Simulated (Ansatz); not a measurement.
Eigenvalues along a path: SnSe (rocksalt type)

```
Sn Se
1.0
     0.00000    2.48332    2.48332
     2.48332    0.00000    2.48332
     2.48332    2.48332    0.00000
Sn Se
1 1
Direct
  0.00000 0.00000 0.00000
  0.50000 0.50000 0.50000
```

The cell comes from a relaxation on PAW files under the same functional, begun from a prototype that needn't be the stable phase.

Level of theory: DFT with PBE, scalar-relativistic, in Ansatz 0.2.0; a Γ-centred 14×14×14 k mesh, Fermi–Dirac smearing of 0.1 eV, no spin polarisation. LAPW: all electrons, basis error target 1 meV/atom.

This run: volume at 0.55 of the series' base cell.

Spin–orbit coupling is left out, which matters for the heavy atoms.

Path points, in fractions of the reciprocal vectors: Γ (0.000, 0.000, 0.000), X (0.500, 0.000, 0.500), U (0.625, 0.250, 0.625), K (0.375, 0.375, 0.750), L (0.500, 0.500, 0.500), W (0.500, 0.250, 0.750). The distance column jumps between branches of the path. Levels in eV from the Fermi level; bands 14 to 26, counted from the lowest band of the run. The gap is zero, the pressure 103.5 GPa.

```
# k(1/Å) point b14 b15 b16 b17 b18 b19 b20 b21 b22 b23 b24 b25 b26
0.000 Γ -23.10 -23.10 -23.05 -23.05 -23.05 -20.05 -4.70 -4.70 -4.70 -2.36 4.43 4.43 4.43
0.158 - -23.11 -23.09 -23.05 -23.05 -23.05 -19.96 -5.33 -4.85 -4.85 -1.54 3.76 4.42 4.42
0.316 - -23.14 -23.09 -23.06 -23.03 -23.03 -19.70 -6.35 -5.24 -5.24 -0.11 2.31 2.79 4.56
0.474 - -23.21 -23.08 -23.08 -23.01 -23.01 -19.25 -7.29 -5.77 -5.77 -0.71 1.94 2.41 4.96
0.633 - -23.30 -23.09 -23.06 -22.98 -22.98 -18.61 -8.13 -6.35 -6.35 -2.77 1.24 4.33 5.62
0.791 - -23.40 -23.11 -23.05 -22.94 -22.94 -17.80 -8.95 -6.87 -6.87 -4.60 0.69 6.33 6.50
0.949 - -23.49 -23.12 -23.04 -22.92 -22.92 -16.89 -9.85 -7.29 -7.29 -5.93 0.31 7.48 7.48
1.107 - -23.55 -23.13 -23.03 -22.90 -22.90 -16.04 -10.75 -7.55 -7.55 -6.67 0.08 8.39 8.39
1.265 X -23.57 -23.13 -23.03 -22.89 -22.89 -15.64 -11.18 -7.64 -7.64 -6.89 0.00 8.80 8.80
1.321 - -23.57 -23.13 -23.03 -22.89 -22.89 -15.64 -11.17 -7.91 -7.63 -6.63 0.04 8.67 8.75
1.377 - -23.57 -23.13 -23.03 -22.89 -22.89 -15.64 -11.13 -8.37 -7.58 -6.20 0.17 8.34 8.63
1.433 - -23.56 -23.12 -23.04 -22.90 -22.89 -15.64 -11.07 -8.85 -7.51 -5.74 0.39 7.89 8.44
1.489 - -23.54 -23.11 -23.05 -22.90 -22.89 -15.65 -10.99 -9.33 -7.40 -5.31 0.68 7.36 8.20
1.545 - -23.52 -23.11 -23.06 -22.91 -22.90 -15.66 -10.88 -9.78 -7.27 -4.91 1.06 6.80 7.93
1.601 - -23.50 -23.10 -23.07 -22.92 -22.90 -15.69 -10.74 -10.20 -7.10 -4.53 1.50 6.22 7.65
1.656 - -23.48 -23.09 -23.08 -22.93 -22.91 -15.73 -10.59 -10.57 -6.92 -4.18 1.99 5.64 7.34
1.712 U -23.46 -23.10 -23.07 -22.94 -22.91 -15.80 -10.89 -10.41 -6.70 -3.85 2.50 5.07 6.90
2.487 K -23.46 -23.10 -23.07 -22.94 -22.91 -15.80 -10.89 -10.41 -6.70 -3.85 2.50 5.07 6.90
2.655 - -23.38 -23.14 -23.04 -22.98 -22.93 -16.22 -11.42 -9.76 -5.93 -2.93 3.44 3.66 5.62
2.823 - -23.30 -23.17 -23.01 -23.00 -22.95 -16.93 -11.30 -8.96 -5.05 -1.99 2.06 3.47 4.51
2.990 - -23.23 -23.18 -23.03 -22.99 -22.97 -17.76 -10.69 -8.03 -4.22 -0.95 1.13 2.73 3.62
3.158 - -23.17 -23.17 -23.05 -23.00 -22.98 -18.54 -9.71 -7.06 -3.80 0.19 1.00 1.95 3.02
3.326 - -23.15 -23.13 -23.05 -23.02 -23.00 -19.19 -8.48 -6.13 -3.93 0.67 1.82 1.91 2.79
3.493 - -23.13 -23.11 -23.05 -23.04 -23.03 -19.66 -7.06 -5.36 -4.30 -0.29 3.01 3.20 3.27
3.661 - -23.11 -23.10 -23.05 -23.05 -23.05 -19.95 -5.60 -4.87 -4.59 -1.53 3.72 4.26 4.50
3.829 Γ -23.10 -23.10 -23.05 -23.05 -23.05 -20.05 -4.70 -4.70 -4.70 -2.36 4.43 4.43 4.43
3.966 - -23.10 -23.10 -23.05 -23.05 -23.05 -19.98 -5.40 -4.69 -4.69 -1.77 3.87 4.42 4.42
4.103 - -23.11 -23.11 -23.05 -23.04 -23.04 -19.79 -6.69 -4.65 -4.65 -0.86 3.22 3.95 3.95
4.240 - -23.13 -23.13 -23.06 -23.02 -23.02 -19.48 -8.09 -4.58 -4.58 -0.36 2.97 2.97 3.05
4.377 - -23.15 -23.15 -23.06 -23.00 -23.00 -19.06 -9.46 -4.48 -4.48 -0.40 1.99 1.99 3.26
4.514 - -23.17 -23.17 -23.06 -22.98 -22.98 -18.54 -10.74 -4.35 -4.35 -0.69 1.13 1.13 3.35
4.651 - -23.19 -23.19 -23.07 -22.96 -22.96 -17.99 -11.85 -4.20 -4.20 -0.98 0.46 0.46 3.28
4.788 - -23.20 -23.20 -23.07 -22.94 -22.94 -17.51 -12.67 -4.09 -4.09 -1.18 0.01 0.01 3.20
4.924 L -23.21 -23.21 -23.07 -22.94 -22.94 -17.31 -12.99 -4.04 -4.04 -1.24 -0.15 -0.15 3.17
5.036 - -23.21 -23.20 -23.07 -22.94 -22.94 -17.26 -12.95 -4.53 -4.22 -0.91 -0.35 0.13 3.63
5.148 - -23.24 -23.19 -23.06 -22.96 -22.94 -17.11 -12.81 -5.51 -4.73 -0.68 -0.52 1.08 4.68
5.260 - -23.28 -23.18 -23.05 -22.97 -22.93 -16.88 -12.58 -6.56 -5.51 -0.86 -0.20 2.37 5.71
5.372 - -23.33 -23.16 -23.04 -22.99 -22.93 -16.58 -12.26 -7.54 -6.43 -0.89 0.16 3.65 5.68
5.484 - -23.37 -23.14 -23.03 -23.00 -22.92 -16.26 -11.85 -8.41 -7.39 -0.82 0.57 4.52 5.09
5.595 - -23.41 -23.13 -23.02 -23.01 -22.90 -15.95 -11.34 -9.11 -8.31 -0.71 1.01 4.56 4.59
5.707 - -23.44 -23.12 -23.02 -23.02 -22.89 -15.72 -10.75 -9.58 -9.16 -0.61 1.41 4.20 4.26
5.819 W -23.44 -23.12 -23.02 -23.02 -22.89 -15.63 -10.26 -9.74 -9.74 -0.57 1.58 4.08 4.08
5.898 - -23.45 -23.11 -23.04 -23.00 -22.89 -15.63 -10.21 -10.05 -9.41 -1.06 2.10 3.28 4.92
5.977 - -23.47 -23.10 -23.06 -22.97 -22.89 -15.63 -10.34 -10.07 -9.06 -1.97 2.53 3.11 5.78
6.056 - -23.49 -23.08 -23.08 -22.95 -22.89 -15.63 -10.59 -9.83 -8.72 -2.95 1.84 4.25 6.67
6.135 - -23.52 -23.10 -23.07 -22.93 -22.89 -15.64 -10.80 -9.49 -8.39 -3.90 1.24 5.42 7.54
6.214 - -23.54 -23.11 -23.05 -22.91 -22.89 -15.64 -10.96 -9.08 -8.09 -4.82 0.72 6.56 8.35
6.293 - -23.56 -23.12 -23.04 -22.90 -22.89 -15.64 -11.08 -8.58 -7.85 -5.67 0.33 7.62 8.93
6.372 - -23.57 -23.13 -23.03 -22.89 -22.89 -15.64 -11.16 -8.03 -7.70 -6.43 0.09 8.45 8.83
6.452 X -23.57 -23.13 -23.03 -22.89 -22.89 -15.64 -11.18 -7.64 -7.64 -6.89 0.00 8.80 8.80
```
